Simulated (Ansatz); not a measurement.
**TiAl3: properties at the relaxed cell**

One table from this session's results is given with a row withheld; the runs are named, their logs left out.

Method: DFT PBE, scalar-relativistic, plane waves, PAW, in Ansatz 0.2.0.

1 further run of the same task is left out (set aside as unsound or not needed).

### The structure to begin with

Symmetry: I4/mmm, No. 139, tetragonal system. Conventional cell: a = 3.845 Å, b = 3.845 Å, c = 8.623 Å, α = 90.00°, β = 90.00°, γ = 90.00°. Ti (site symmetry 4/mmm) is surrounded by 12 Al at 2.72 to 2.89 Å. Around Al (site symmetry 4/mmm) lie 4 Ti at 2.72 Å and 8 Al at 2.89 Å. Al (site symmetry -4m2) has 8 Al at 2.72 to 2.89 Å and 4 Ti at 2.89 Å as nearest neighbours.

Structure file:

```
CELL_PARAMETERS angstrom
-1.92267 1.92267 4.31140
1.92267 -1.92267 4.31140
1.92267 1.92267 -4.31140
ATOMIC_POSITIONS crystal
Ti 0.00000 0.00000 0.00000
Al 0.50000 0.50000 0.00000
Al 0.75000 0.25000 0.50000
Al 0.25000 0.75000 0.50000
```

It goes back to an entry of the Materials Project, which need not be the stable form.

This cell was relaxed beforehand with the same method: volume 15.94 Å³/atom, gap on the mesh none (metal).

Set-up of the first run:

input.yaml

```yaml
crystal:
  lattice:
    - [-1.9226734292, 1.9226734292, 4.3114047966]
    - [1.9226734292, -1.9226734292, 4.3114047966]
    - [1.9226734292, 1.9226734292, -4.3114047966]
  atoms:
    - { symbol: Ti, position: [0.0, 0.0, 0.0] }
    - { symbol: Al, position: [0.5, 0.5, 0.0] }
    - { symbol: Al, position: [0.75, 0.25, 0.5] }
    - { symbol: Al, position: [0.25, 0.75, 0.5] }
basis:
  ecutwfc: 420
kpoints:
  mp_grid: { grid: [16, 16, 16] }
  band_path:
    path:
      - [[0.0, 0.0, 0.0], [0.0, 0.0, 0.5], [0.25, 0.25, 0.25], [0.0, 0.5, 0.0], [0.0, 0.0, 0.0], [0.5, 0.5, -0.5], [0.29971798, 0.70028202, -0.29971798]]
      - [[-0.29971798, 0.29971798, 0.29971798], [0.0, 0.0, 0.0]]
      - [[0.0, 0.0, 0.5], [-0.09943596, 0.09943596, 0.5]]
      - [[0.5, 0.5, -0.09943596], [0.5, 0.5, -0.5]]
    npoints: 14
hamiltonian:
  xc: pbe
scf:
  occupations: { method: gaussian, width: 0.1 }
  n_extra_bands: 10
output:
  forces: true
  stress: true
  eigenvalues: true
  populations: true
  dos: { projected: true, de: 0.02, nscf_kmesh: { grid: [24, 24, 24] } }
  bader: true
  write_density: true
  write_potential: true
  elf: true
  volumetric_format: npy
```

On the command line:

```console
$ ansatz run input.yaml --threads 1 --pin off --max-ram 2560MiB --backend cpu --events-out ev --progress --plain --runs-dir out
```

Among the steps run: Electronic structure at the relaxed geometry; Volume × 0.97; Point at V/V0 = 1.03; Volume × 0.94; Volume × 1.06.

One of the session's tables, all rows but one given; the rest of the session is left out.

It belongs to the step «Fit of the equation of state». 

| volume (Å³/atom) | energy above the lowest point (meV/atom) | pressure (GPa) |
| --- | --- | --- |
| 14.982 | 20.9 | 7.40 |
| 15.460 | 4.9 | 3.41 |
| 15.938 | 0.0 | -0.01 |
| 16.416 | ? | ? |
| 16.894 | 17.2 | -5.47 |

Estimate the missing values for volume (Å³/atom) = 16.416.

Worked estimate for «energy above the lowest point (meV/atom)». A straight line through the neighbours (15.938, 0.0) and (16.894, 17.2) gives 0.0 + (17.2 − 0.0) × (16.416 − 15.938) / (16.894 − 15.938) = 8.6; a parabola fitted to 3 rows on both sides gives 4.1.

**Answer.** energy above the lowest point (meV/atom): 4.6; pressure (GPa): -2.95. In «energy above the lowest point (meV/atom)» the line misses by +4.0 and the parabola by -0.5.
